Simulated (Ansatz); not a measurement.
# Ti (I4/mmm) in Ansatz: a series of runs

Runs on Ti. Level: PBEsol. Tasks: band structure.

Everything below comes from runs of Ansatz 0.2.0. Logs are shortened: lines on timing, memory, paths and dates and some standing lists are left out, and cuts for length are marked.

### 1 The crystal as given

The structure is tetragonal, space group I4/mmm (No. 139). Conventional cell: a = 2.871 Å, b = 2.871 Å, c = 3.898 Å, α = 90.00°, β = 90.00°, γ = 90.00°. Around Ti (site symmetry 4/mmm) lie 12 Ti at 2.81 to 2.87 Å.

This isn't the form of Ti at room conditions, which is hcp.

### 2 Band structure, PBEsol, 16.06 Å³/atom

Contents of input.yaml:

```yaml
crystal:
  lattice:
    - [0.0, 2.03, 1.9488]
    - [2.03, 0.0, 1.9488]
    - [2.03, 2.03, 0.0]
  atoms:
    - { symbol: Ti, position: [0.0, 0.0, 0.0] }
hamiltonian:
  xc: pbesol
  pseudopotentials: { kind: paw }
kpoints:
  mp_grid: { grid: [10, 10, 10] }
  band_path:
    path:
      - [[0.0, 0.0, 0.0], [0.0, 0.5, 0.5], [0.2712673611, 0.5, 0.7712673611], [0.3856336806, 0.3856336806, 0.7712673611], [0.0, 0.0, 0.0], [-0.5, -0.5, 0.0], [-0.3856336806, -0.3856336806, 0.2287326389], [0.0, 0.0, 0.5], [-0.25, 0.25, 0.5], [-0.5, -0.2712673611, 0.2287326389], [-0.5, -0.5, 0.0]]
      - [[0.0, 0.5, 0.5], [-0.25, 0.25, 0.5]]
    npoints: 14
scf:
  occupations: { method: fermi_dirac, width: 0.05 }
  n_extra_bands: 6
output:
  forces: true
  stress: true
  eigenvalues: true
  fatbands: true
```

Potentials or basis: Ansatz PAW.

The run is started by

```bash
$ ansatz run input.yaml --threads 2 --pin off --max-ram 5632MiB --backend cpu --events-out ev --progress --plain --runs-dir out
```

The program printed:

```text
Warning: RAYON_NUM_THREADS=2 ignored (pool sized by the plan → 2); use --threads N
scf.n_extra_bands = 6 over 6 filled bands (N_el = 12.0): the run solves 12 bands
Engine: ansatz 0.2.0, aarch64-unknown-linux-gnu
Pseudopotentials: kind: paw
Pseudopotential: Ti, paw, valence charge 12, recommended cutoff 420 eV (normal), Ti.paw.azcp
Functional definition: PBEsol
  exchange = pbesol_x
  correlation = pbesol_c
Crystal: 1 atoms, lattice volume = 16.062 Å³
Basis set: ecut = 420 eV, 323 PW (Γ), exchange–correlation on 40×40×40 points (8 copies of the dense FFT grid, shifted against one another)
Bands: 12, of which v1, the nominal top of the filled ones, is band 6 counted from 1 (5 counted from 0)
Symmetry: 16 space group operations
Space group: I4/mmm (ITA 139), of the structure as read, at distance tolerance 2.5e-5 Å
k-points: 102 of 1000
Non-local potential: Ti, projectors of the file, l = 0: 3, l = 1: 2, l = 2: 3, l = 3: 1
PAW form: soft (Blöchl's): semilocal exchange-correlation on the pseudo side does not see the compensation charge
PAW frozen core: Ti, regenerated for the run's functional, and the local potential with it (the file was generated under x = pbe(κ = 0.804, μ = 0.2195149727645171), c = pbe(β = 0.06672455060314922))
PAW one-centre angular grid: Ti, 590 points (default); XC on 64 Gauss nodes
Initial density: superposition of atomic densities (neutral atoms: chi_scale 0, normalization atom), corrected by the library's trained network
Initial wavefunctions: pseudopotential atomic-orbital guess
Functional: x = pbesol(κ = 0.804, μ = 0.12345679012345678), c = pbesol(β = 0.046)
SCF iter   1: F=—  HF=-2473.837366 eV  |F-HF|=—  |Δ(HF+E_count)|=         —  Δρ=6.24e-3  dr2=4.25e-3  ethr=1.77e-3  ⟨swp⟩=4.7  Hψ=5978  notcnv=0
preconditioner: auto → none  [metal: Δε(μ)=0.024 eV  Ē_g=7.817 eV  σ=0.050 eV  W_gap=0.12  n_scr=0 (ndim 8)  ℏωp=18.5 eV  f_vac=0.000  D(μ)=1.56/eV (n_scr^D=14)]
SCF iter   2: F=—  HF=-2473.835928 eV  |F-HF|=—  |Δ(HF+E_count)|=   1.44e-3  Δρ=1.80e-3  dr2=2.62e-4  ethr=3.54e-5  ⟨swp⟩=3.0  Hψ=3120  notcnv=0  defer=90
SCF iter   3: F=—  HF=-2473.835883 eV  |F-HF|=—  |Δ(HF+E_count)|=   4.49e-5  Δρ=9.28e-4  dr2=3.49e-5  ethr=2.19e-6  ⟨swp⟩=2.8  Hψ=1778  notcnv=0  defer=90
SCF iter   4: F=—  HF=-2473.835901 eV  |F-HF|=—  |Δ(HF+E_count)|=   1.78e-5  Δρ=9.69e-5  dr2=4.25e-7  ethr=2.90e-7  ⟨swp⟩=1.0  Hψ=1132  notcnv=0  defer=90
iter 5 did not close the SCF: its close was put off for the readings that it lacked (scf_convergence_deferred on its scf_iter line)
SCF iter   5: F=-2473.835901 eV  HF=-2473.835901 eV  |F-HF|=6.98e-10  |Δ(HF+E_count)|=   1.91e-7  Δρ=7.43e-6  dr2=4.62e-9  ethr=3.54e-9  ⟨swp⟩=1.1  Hψ=1152  notcnv=0  defer=90
SCF iter   6: F=-2473.835901 eV  HF=-2473.835901 eV  |F-HF|=1.00e-11  |Δ(HF+E_count)|=  3.06e-10  Δρ=4.19e-7  dr2=1.76e-11  ethr=3.85e-11  ⟨swp⟩=3.4  Hψ=4214  notcnv=0
SCF 1 converged in 6 iterations: F = -2473.835901 eV  dr2 = 1.76e-11
NSCF: frozen V_eff on 156 k-points
SCF converged after 6 iterations
Free energy (F): -2473.835901 eV
Harris-Foulkes:  -2473.835901 eV  (|F-HF|=1.00e-11)
Internal energy: -2473.822882 eV  (E = F + TS)
E sigma→0 (E₀):  -2473.829392 eV
Entropy (-TS):   -0.013019 eV (-13.019 meV/atom)
Fermi energy:    14.418145 eV
--- Per-component energies (eV) ---
  E_band       = -141.143935
  E_kinetic    = 274.406857
  E_local      = -770.334739  (includes V_loc(G=0)·N_el)
  E_nonlocal   = 9.674780
  E_hartree    = 319.255739
  E_xc         = -97.293272
  E_vxc        = -122.299274  (∫ρ·V_xc dr)
  E_paw        = -1022.849729  (= ΣΔE_a)
  E_vpaw       = -171.103284  (= ΣTr[D̂ρ^β])
  E_aug_tail   = 0.000117  (compensation charges beyond the density's cutoff)
  E_ewald      = -1186.822020
  E_core_change = 0.139384  (= ΣΔE_core)
  E_smearing   = -0.013019  (= −TS)
  E_closure    = 0.000000  (closes the sum)
  Σ components = -2473.835901   (vs F -2473.835901, Δ=0.00e0)
--- Forces (eV/Å), atoms counted from 1 ---
  atom   1  Ti    -0.00000000     0.00000000    -0.00000000
  max |Σ_I F_I| component: 4.93e-32 eV/Å
--- Stress (GPa, compression-positive) ---
        3.959187       0.000000       0.000000
        0.000000       3.959187       0.000000
        0.000000       0.000000       5.673986
  P = ⅓ Tr σ = 4.5308 GPa (45.308 kbar)
--- Band table (eV; the first three rows and the last of 102) ---
  k-point 0: bands = ["-41.8818", "-17.7520", "-17.7520", "-17.7466", "8.1719", "15.2374", "15.2374", "15.5803", "16.9495", "17.3482", "30.1366", "34.5659"]
  k-point 1: bands = ["-41.8655", "-17.8377", "-17.7650", "-17.7569", "8.5165", "15.0982", "15.3557", "15.6279", "16.8916", "17.2551", "30.4268", "32.8337"]
  k-point 2: bands = ["-41.8226", "-18.0630", "-17.7988", "-17.7788", "9.4571", "14.6716", "15.4960", "15.7992", "16.9639", "17.1805", "29.5387", "31.2003"]
  k-point 101: bands = ["-41.6362", "-18.5635", "-18.0950", "-18.0950", "11.5500", "12.4042", "18.1673", "18.3518", "18.7102", "18.7102", "26.4317", "26.4317"]
```

Run time: 1.2 s. Hardware: 2 threads of Arm Neoverse V2, shared host; peak memory 0.27 GiB.

What came out:

```yaml
Free_energy: -2473.8359 eV
Pressure: 4.5 GPa
Band_gap_on_the_k_mesh: none (metal or under the smearing width)
```

Caveat: the PAW data sets come from PBE, with cores solved anew for the run's functional, which leaves a small shift of forces and pressure.

### 3 Band structure, PBEsol, 16.40 Å³/atom

Contents of input.yaml:

```yaml
crystal:
  lattice:
    - [0.0, 2.03, 1.9894]
    - [2.03, 0.0, 1.9894]
    - [2.03, 2.03, 0.0]
  atoms:
    - { symbol: Ti, position: [0.0, 0.0, 0.0] }
hamiltonian:
  xc: pbesol
  pseudopotentials: { kind: paw }
kpoints:
  mp_grid: { grid: [9, 9, 9] }
  band_path:
    path:
      - [[0.0, 0.0, 0.0], [0.0, 0.5, 0.5], [0.2603082049, 0.5, 0.7603082049], [0.3801541025, 0.3801541025, 0.7603082049], [0.0, 0.0, 0.0], [-0.5, -0.5, 0.0], [-0.3801541025, -0.3801541025, 0.2396917951], [0.0, 0.0, 0.5], [-0.25, 0.25, 0.5], [-0.5, -0.2603082049, 0.2396917951], [-0.5, -0.5, 0.0]]
      - [[0.0, 0.5, 0.5], [-0.25, 0.25, 0.5]]
    npoints: 14
scf:
  occupations: { method: fermi_dirac, width: 0.05 }
  n_extra_bands: 6
output:
  forces: true
  stress: true
  eigenvalues: true
  fatbands: false
```

Potentials or basis: Ansatz PAW.

The run is started by

```bash
$ ansatz run input.yaml --threads 2 --pin off --max-ram 5632MiB --backend cpu --events-out ev --progress --plain --runs-dir out
```

Run time: 0.99 s. Hardware: 2 threads of Arm Neoverse V2, shared host; peak memory 0.26 GiB.

The run converged. Its results:

```
Free energy            : -2473.8422 eV
Pressure               : 2.4 GPa
Band gap on the k mesh : none (metal or under the smearing width)
```

Caveat: the PAW data sets come from PBE, with cores solved anew for the run's functional, which leaves a small shift of forces and pressure.
